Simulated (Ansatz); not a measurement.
**Fitting the rPW86-PBE energy curve of BP**

```
P B
1.0
     0.00000    2.26900    2.26900
     2.26900    0.00000    2.26900
     2.26900    2.26900    0.00000
P B
1 1
Direct
  0.75000 0.75000 0.75000
  0.00000 0.00000 0.00000
```

The cell was scaled at fixed shape and fractions and run with Ansatz, Ansatz PAW, cutoff 420 eV; rPW86-PBE, k mesh 10 × 10 × 10 on the cell of 2 atoms, fermi-dirac occupations of 0.05 eV, no spin polarisation, no spin-orbit coupling. The potentials were made for PBE. Energies are those that the program minimises, any entropy of the smearing included.

| V (Å³/atom) | energy over the lowest row (meV/atom) |
| --- | --- |
| 10.9807 | 48.81 |
| 11.2144 | ? |
| 11.4480 | 13.41 |
| 11.6816 | 4.19 |
| 11.9153 | 0.00 |
| 12.1489 | 0.33 |
| 12.3825 | 4.80 |

Fit the third-order Birch-Murnaghan form, give V0, B0 and B′, and predict the energy left open.

With y = (V0/V)^(2/3), E = E0 + (9 V0 B0/16) [(y - 1)³ B′ + (y - 1)² (6 - 4y)]. Least squares through the rows shown give V0 = 12.0132 Å³/atom, E0 = -0.39 meV, B0 = 153.9 GPa (1 eV/Å³ = 160.218 GPa) and B′ = 3.81, with a largest miss of 0.02 meV. At V = 11.2144 the form with these constants gives 28.09 meV; the run gave 28.09 meV an atom. Measured volume: 11.68 Å³/atom at 297 K (a printed reference work), so the fit lies +2.9 % from it. The runs are for a static lattice.
